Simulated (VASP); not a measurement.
# SnSe: relaxation of cell and atoms with PBE

Crystal: SnSe.

```xyz
2
Lattice="0.0000 -3.0100 -3.0100 3.0100 0.0000 -3.0100 3.0100 -3.0100 0.0000" Properties=species:S:1:pos:R:3 pbc="T T T"
Sn    0.0000    0.0000    0.0000
Se    3.0100   -3.0100   -3.0100
```

Measurements of this composition are mostly on another form, of space group No. 62.

* Program: VASP 6.6.1
* Task: relaxation of cell and atoms
* Functional: PBE
* Potentials or basis: VASP PAW PBE potentials, release 64 (Sn_d, Se)
* Cutoff: 600 eV
* k mesh: 10 × 10 × 10
* Occupations: gaussian, width 0.02 eV
* Spin: no spin polarisation
* Dipole correction: no
* Further INCAR settings: ALGO = Normal; EDIFF = 1e-06; IBRION = 2; EDIFFG = -0.005; NSW = 100; ISIF = 3

| Quantity | Value |
| --- | --- |
| Relaxed volume | 27.83 Å³/atom |
| Relaxed cell | a = 4.286 Å, b = 4.286 Å, c = 4.286 Å, α = 60.00°, β = 60.00°, γ = 60.00° |
| Space group after relaxing (to 0.05 Å) | Fm-3m (No. 225) |
| Energy gained by relaxing | 1.8 meV/atom |
| Ionic steps | 4 |
| Pressure after relaxing | 0.0 GPa |
| Band gap on the k mesh | 0.49 eV, indirect (least direct gap 0.50 eV) |

Step by step:
```
step  energy change (eV)  largest force (eV/Å)  pressure (GPa)  volume (Å³)
   1              0.0000                0.0000            1.04        54.54
   2             -0.0035                0.0000           -0.21        55.95
   3             -0.0037                0.0000           -0.04        55.70
   4             -0.0037                0.0000            0.02        55.66
```

Final structure:
```
Sn Se
1.0
     0.00000   -3.03041   -3.03041
     3.03041    0.00000   -3.03041
     3.03041   -3.03041    0.00000
Sn Se
1 1
Cartesian
  0.0000 0.0000 0.0000
  3.0304 -3.0304 -3.0304
```

Levels at points of the mesh, in eV from the valence-band top:
```tsv
k point	band 7	band 8	band 9	band 10	band 11	band 12	band 13	band 14
(0.00, 0.00, 0.00)	-5.14	-2.14	-2.14	-2.14	4.23	4.23	4.23	5.88
(0.50, 0.00, 0.00)	-7.96	-1.90	-1.90	0.00	0.50	1.25	1.25	8.19
(0.50, 0.50, 0.00)	-6.02	-5.34	-3.55	-3.55	3.09	5.22	5.22	5.83
```

Wall time 2.1 min on 1 thread of Intel(R) Xeon(R) Platinum 8375C CPU @ 2.90GHz (Ice Lake) (shared host), peak memory 0.24 GiB.

Caveat: spin-orbit coupling is left out, which moves the levels of the heavy elements. Zero-point motion and thermal expansion aren't in these numbers.
